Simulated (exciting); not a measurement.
Pb, 1 atom in the cell. The typed cell holds 1 atom: a = 3.476 Å, b = 3.523 Å, c = 3.499 Å, α = 59.64°, β = 59.57°, γ = 60.06°. 

```yaml
Program: exciting (release sodium)
Task: density of states
Functional: RPBE
Dispersion: TS
Potentials_or_basis: all-electron LAPW+lo, shipped species files, valence relativity iora*
rgkmax: 8
k_mesh: 6 × 6 × 6
Occupations: fermi-dirac, width 0.0272 eV
Spin: spin-orbit coupling, no magnetisation
outputlevel: normal
DOS_window_about_the_Fermi_level_Ha: "[-0.3, 0.3] Ha"
gmaxvr_cutoff_of_density_and_potential: 14 1/bohr
lmaxapw_and_lmaxmat: 10
lmaxvr: 8
nempty: 36
Valence_relativity: iora*
epsengy: 1e-05 Ha
epspot: 1e-05 Ha
maxscl: 60
Muffin-tin_radii: Pb 2.3 bohr
```

Potentials or basis: all-electron LAPW+lo, shipped species files, valence relativity iora*.

The run is started by

```bash
$ OMP_NUM_THREADS=1 python run_exciting.py
```

Hardware: 1 thread of Intel(R) Xeon(R) 6975P-C (Granite Rapids) (shared host).

Problem. Estimate the wall time of this run.

Solution. Wall time 5.4 min on 1 thread of Intel(R) Xeon(R) 6975P-C (Granite Rapids), with other jobs on the host, peak memory 0.13 GiB. Counts: scf iterations 28, plane waves 154.
